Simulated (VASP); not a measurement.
# Ag (Im-3m) in VASP: a series of runs

One crystal, Ag, is run at these levels: r2SCAN; tasks: single point.

Everything below comes from runs of VASP 6.6.1. Logs are shortened: lines on timing, memory, paths and dates and some standing lists are left out, and cuts for length are marked.

## (1) Starting point

The structure is cubic, space group Im-3m (No. 229). Conventional cell: a = 3.311 Å, b = 3.311 Å, c = 3.311 Å, α = 90.00°, β = 90.00°, γ = 90.00°. Around Ag (site symmetry m-3m) lie 8 Ag at 2.87 Å.

This isn't the form of Ag at room conditions, which is fcc.

## (2) Single point, r2SCAN

The input, INCAR:

```
SYSTEM = Ag
PREC     = Accurate       ! precision mode
ENCUT    = 450            ! plane-wave cutoff, eV
EDIFF    = 1E-6           ! SCF threshold, eV
ISMEAR   = 0              ! smearing method
SIGMA    = 0.1            ! smearing width, eV
LREAL    = .False.        ! projectors in reciprocal space
LASPH    = .True.         ! aspherical terms in the spheres
NELM     = 100            ! most SCF steps
ALGO     = Normal         ! electronic algorithm
ISIF     = 2              ! what is computed and relaxed
LWAVE    = .False.        ! write WAVECAR
LCHARG   = .False.        ! write CHGCAR
METAGGA  = R2SCAN         ! meta-GGA
LMIXTAU  = .True.       
ADDGRID  = .False.
```

The input, KPOINTS:

```
regular mesh
0
Gamma
  15 15 15
  0 0 0
```

The input, POSCAR:

```
Ag
1.0
   -1.6556540000      1.6556540000      1.6556540000
    1.6556540000     -1.6556540000      1.6556540000
    1.6556540000      1.6556540000     -1.6556540000
Ag
1
Direct
    0.0000000000      0.0000000000      0.0000000000
```

Potentials or basis: VASP PAW PBE potentials, release 64 (Ag).

Command:

```
cat potpaw_PBE.64/Ag/POTCAR > POTCAR
mpirun -np 1 vasp_std > vasp.out
```

OUTCAR:

```text
SYSTEM = Ag
   PREC = Accurate
   ENCUT = 450
   EDIFF = 1E-6
   ISMEAR = 0
   LREAL = .False.
   LASPH = .True.
   NELM = 100
   ISIF = 2
   METAGGA = R2SCAN

 Found    120 irreducible k-points:

 Following reciprocal coordinates:
            Coordinates               Weight
  0.000000  0.000000  0.000000      1.000000
  0.066667  0.000000  0.000000     12.000000
  0.133333  0.000000  0.000000     12.000000
  0.200000  0.000000  0.000000     12.000000
  0.266667  0.000000  0.000000     12.000000
  0.333333  0.000000  0.000000     12.000000
   k-points           NKPTS =    120   k-points in BZ     NKDIM =    120   number of bands    NBANDS=      9
   number of dos      NEDOS =    301   number of ions     NIONS =      1
   total plane-waves  NPLWV =   8000
   dimension x,y,z NGX =    20 NGY =   20 NGZ =   20
   dimension x,y,z NGXF=    40 NGYF=   40 NGZF=   40
   ions per type =               1
   NGX,Y,Z   is equivalent  to a cutoff of  11.59, 11.59, 11.59 a.u.
   NGXF,Y,Z  is equivalent  to a cutoff of  23.19, 23.19, 23.19 a.u.
 SYSTEM =  Ag
   PREC   = accura    normal or accurate (medium, high low for compatibility)
   ISTART =      0    job   : 0-new  1-cont  2-samecut
   ICHARG =      2    charge: 1-file 2-atom 10-const
   ISPIN  =      1    spin polarized calculation?
   LNONCOLLINEAR =      F non collinear calculations
   LSORBIT =      F    spin-orbit coupling
   LASPH  =      T    aspherical Exc in radial PAW
   ENCUT  =  450.0 eV  33.07 Ry    5.75 a.u.   4.96  4.96  4.96*2*pi/ulx,y,z
   NELM   =    100;   NELMIN=  2; NELMDL= -5     # of ELM steps
   EDIFF  = 0.1E-05   stopping-criterion for ELM
   LREAL  =      F    real-space projection
   EDIFFG = 0.1E-04   stopping-criterion for IOM
   NSW    =      0    number of steps for IOM
   IBRION =     -1    ionic relax: 0-MD 1-quasi-New 2-CG
   NFREE  =      0    steps in history (QN), initial steepest desc. (CG)
   ISIF   =      2    stress and relaxation
   ISYM   =      2    0-nonsym 1-usesym 2-fastsym
   POTIM  = 0.5000    time-step for ionic-motion
   TEBEG  =    0.0;   TEEND  =   0.0 temperature during run
   PSTRESS=    0.0 pullay stress
   NELECT =      11.0000    total number of electrons
   NUPDOWN=      -1.0000    fix difference up-down
   EMIN   =  10.00;   EMAX   =-10.00  energy-range for DOS
   EFERMI =   0.00;   METHOD = LEGACY
   ISMEAR =     0;   SIGMA  =   0.10  broadening in eV -4-tet -1-fermi 0-gaus
   EFERMI_NEDOS =   21; number of points for ismear=-14 and -15
   IALGO  =     38    algorithm
   IMIX   =      4    mixing-type and parameters
     AMIX     =   0.40;   BMIX     =  1.00
     AMIX_MAG =   1.60;   BMIX_MAG =  1.00
  volume/ion in A,a.u.               =      18.15       122.51
  Fermi-wavevector in a.u.,A,eV,Ry     =   1.385318  2.617871 26.111022  1.919106
  Thomas-Fermi vector in A             =   2.509739
   LORBIT       =      0    0 simple, 1 ext, 2 COOP (PROOUT), +10 PAW based schemes
   METAGGA = R2SCAN    functional components
   LHFCALC =     F    Hartree Fock is set to
   AEXX    =    0.0000 exact exchange contribution
   IVDW    =     0    specifies the selected vdW correction
   LEPSILON=     F    determine dielectric tensor
   LRPA    =     F    only Hartree local field effects (RPA)
 non-spin polarized calculation
 Gauss-broadening in eV      SIGMA  =   0.10
  energy-cutoff  :      450.00
  volume of cell :       18.15
 maximum number of plane-waves:       406
   NGX =  9   NGY =  9   NGZ =  9

 number of electron      11.0000011 magnetization

 Free energy of the ion-electron system (eV)
  ---------------------------------------------------
  ext. energy  EPLUGINS =         0.00000000
  ---------------------------------------------------
  free energy    TOTEN  =       -21.32009563 eV

  energy without entropy =      -21.31781249  energy(sigma->0) =      -21.31895406

 E-fermi :   7.6277     XC(G=0): -12.5356

 val. band max:        7.5619090342   @ k =  -0.3333   0.4667   0.0667
 cond. band min:       7.6349958554   @ k =  -0.4000   0.4667   0.0667
 fundamental gap:      0.0730868211
 Fermi energy:         7.6277254629

 k-point     1 :       0.0000    0.0000    0.0000
  band No.  band energies     occupation
      1       0.1146      2.00000
      2       2.5650      2.00000
      3       2.5650      2.00000
      4       2.5650      2.00000
      5       3.7870      2.00000
      6       3.7870      2.00000
      7      26.0610      0.00000
      8      26.0610      0.00000
      9      26.0610      0.00000

 k-point     2 :       0.0667    0.0000    0.0000
  band No.  band energies     occupation
      1       0.2588      2.00000
      2       2.5321      2.00000
      3       2.5716      2.00000
      4       2.6433      2.00000
      5       3.7515      2.00000
      6       3.7892      2.00000
      7      25.6135      0.00000
      8      25.9926      0.00000
      9      26.1372      0.00000

 k-point     3 :       0.1333    0.0000    0.0000
  band No.  band energies     occupation
      1       0.6643      2.00000
      2       2.4401      2.00000
      3       2.6014      2.00000
      4       2.8702      2.00000
      5       3.6722      2.00000
      6       3.7967      2.00000
      7      24.0578      0.00000
      8      25.5151      0.00000
      9      26.3446      0.00000

 k-point     4 :       0.2000    0.0000    0.0000
  band No.  band energies     occupation
      1       1.1921      2.00000
      2       2.3075      2.00000
      3       2.7571      2.00000
      4       3.2209      2.00000
      5       3.6099      2.00000
      6       3.8105      2.00000
      7      21.6091      0.00000
      8      24.4793      0.00000
      9      26.6283      0.00000

 k-point     5 :       0.2667    0.0000    0.0000
  band No.  band energies     occupation
      1       1.4809      2.00000
      2       2.1592      2.00000
      3       3.3827      2.00000
      4       3.6049      2.00000
      5       3.6511      2.00000
      6       3.8306      2.00000
      7      18.8871      0.00000
      8      23.3274      0.00000
      9      25.2887      0.00000

 k-point     6 :       0.3333    0.0000    0.0000
  band No.  band energies     occupation
      1       1.4486      2.00000
      2       2.0211      2.00000
      3       3.6457      2.00000
      4       3.8542      2.00000
      5       4.0957      2.00000
      6       4.5737      2.00000
      7      16.2066      0.00000
      8      22.3488      0.00000
      9      23.8271      0.00000

 [... further k-points ...]

------------------------ aborting loop because EDIFF is reached ----------------------------------------

  FORCE on cell =-STRESS in cart. coord.  units (eV):
  Direction    XX          YY          ZZ          XY          YZ          ZX
  --------------------------------------------------------------------------------------
  -------------------------------------------------------------------------------------
  Total       -0.4041342     -0.4041342     -0.4041342      0.0000000      0.0000000     -0.0000000
  in kB      -35.6670681    -35.6670681    -35.6670681      0.0000000      0.0000000     -0.0000000
  external PRESSURE =     -35.6670681 kB  Pullay stress =       0.0000000 kB

 VOLUME and BASIS-vectors are now :
 -----------------------------------------------------------------------------
  energy-cutoff  :      450.00
  volume of cell :       18.15
      direct lattice vectors                 reciprocal lattice vectors
    -1.655654000  1.655654000  1.655654000     0.000000000  0.301995465  0.301995465
     1.655654000 -1.655654000  1.655654000     0.301995465  0.000000000  0.301995465
     1.655654000  1.655654000 -1.655654000     0.301995465  0.301995465  0.000000000

 POSITION                                       TOTAL-FORCE (eV/Angst)
 -----------------------------------------------------------------------------------
      0.00000      0.00000      0.00000         0.000000     -0.000000     -0.000000
 -----------------------------------------------------------------------------------
    total drift:                                0.000000     -0.000000      0.000000

  FREE ENERGIE OF THE ION-ELECTRON SYSTEM (eV)
  ---------------------------------------------------
  free  energy   TOTEN  =       -21.3200956336 eV

  energy  without entropy=      -21.3178124889  energy(sigma->0) =      -21.31895406
```

OSZICAR:

```text
N       E                     dE             d eps       ncg     rms          rms(c)
DAV:   1     0.192082989394E+02    0.19208E+02   -0.52947E+03  2240   0.995E+02
DAV:   2    -0.244424673544E+02   -0.43651E+02   -0.41567E+02  2251   0.197E+02
DAV:   3    -0.248019363594E+02   -0.35947E+00   -0.35938E+00  2474   0.218E+01
DAV:   4    -0.248029604382E+02   -0.10241E-02   -0.10241E-02  2322   0.107E+00
DAV:   5    -0.248029725974E+02   -0.12159E-04   -0.12159E-04  2366   0.108E-01    0.527E+00
DAV:   6    -0.211726938803E+02    0.36303E+01   -0.81438E+00  2165   0.324E+01    0.496E+00
DAV:   7    -0.213189120463E+02   -0.14622E+00   -0.54106E-01  2178   0.739E+00    0.232E+00
DAV:   8    -0.212992025683E+02    0.19709E-01   -0.31284E-02  2195   0.186E+00    0.129E-01
DAV:   9    -0.213116540879E+02   -0.12452E-01   -0.51382E-02  2211   0.193E+00    0.215E-01
DAV:  10    -0.213139874987E+02   -0.23334E-02   -0.21771E-03  2215   0.552E-01    0.986E-02
DAV:  11    -0.213200026519E+02   -0.60152E-02   -0.70024E-03  2188   0.717E-01    0.356E-02
DAV:  12    -0.213200185373E+02   -0.15885E-04   -0.44817E-04  2310   0.226E-01    0.306E-02
DAV:  13    -0.213200429188E+02   -0.24381E-04   -0.27953E-05  2233   0.711E-02    0.225E-02
DAV:  14    -0.213200959351E+02   -0.53016E-04   -0.65309E-05  2252   0.691E-02    0.121E-02
DAV:  15    -0.213200960147E+02   -0.79594E-07   -0.17617E-05  2231   0.416E-02    0.184E-03
DAV:  16    -0.213200956336E+02    0.38102E-06   -0.33829E-07  1116   0.664E-03
   1 F= -.21320096E+02 E0= -.21318954E+02  d E =-.228314E-02
```

stdout:

```text
POSCAR found type information on POSCAR Ag
 POSCAR found :  1 types and       1 ions
 scaLAPACK will be used
 -----------------------------------------------------------------------------
|                                                                             |
|                                                                             |
|     You enforced a specific xc type in the INCAR file but a different       |
|     I HOPE YOU KNOW WHAT YOU ARE DOING!                                     |
|                                                                             |
 -----------------------------------------------------------------------------

 LDA part: xc-table for (None), standard interpolation
 POSCAR, INCAR and KPOINTS ok, starting setup
 FFT: planning ... GRIDC
 FFT: planning ... GRID_SOFT
 FFT: planning ... GRID
 WAVECAR not read
 entering main loop
```

Run time: 27 s. Hardware: 1 thread of Intel Xeon 6975P-C (Granite Rapids), shared host; peak memory 0.14 GiB.

These settings aren't checked as converged: the numbers below hold their error.

What came out:

```yaml
Free_energy: -21.3201 eV
Pressure: -3.6 GPa
Band_gap_on_the_k_mesh: none (metal or under the smearing width)
```

Caveat: the PAW data sets were made with another functional, which shifts forces and pressure a little.

## (3) Single point, r2SCAN

Changes to INCAR since step 2:

```diff
@@ -4,3 +4,3 @@
 EDIFF    = 1E-6           ! SCF threshold, eV
-ISMEAR   = 0              ! smearing method
+ISMEAR   = -1             ! smearing method
 SIGMA    = 0.1            ! smearing width, eV
```

KPOINTS is that of step 2.

POSCAR is that of step 2.

Potentials or basis: VASP PAW PBE potentials, release 64 (Ag).

Command:

```
cat potpaw_PBE.64/Ag/POTCAR > POTCAR
mpirun -np 1 vasp_std > vasp.out
```

It took 27 s on 1 thread of Intel Xeon 6975P-C (Granite Rapids), shared host; peak memory 0.13 GiB.

These settings aren't checked as converged: the numbers below hold their error.

Results:

```yaml
Free_energy: -21.3244 eV
Pressure: -3.6 GPa
Band_gap_on_the_k_mesh: none (metal or under the smearing width)
```

Caveat: the PAW data sets were made with another functional, which shifts forces and pressure a little.

## (4) For comparison

An earlier run on the cell as given: functional PBE; potentials or basis VASP PAW PBE potentials, release 64 (Ag); cutoff 520 eV; k mesh 11 × 11 × 11; occupations fermi-dirac, width 0.05 eV; no spin polarisation.

* Pressure: -0.9 GPa
* Band gap on the k mesh: none (metal or under the smearing width)
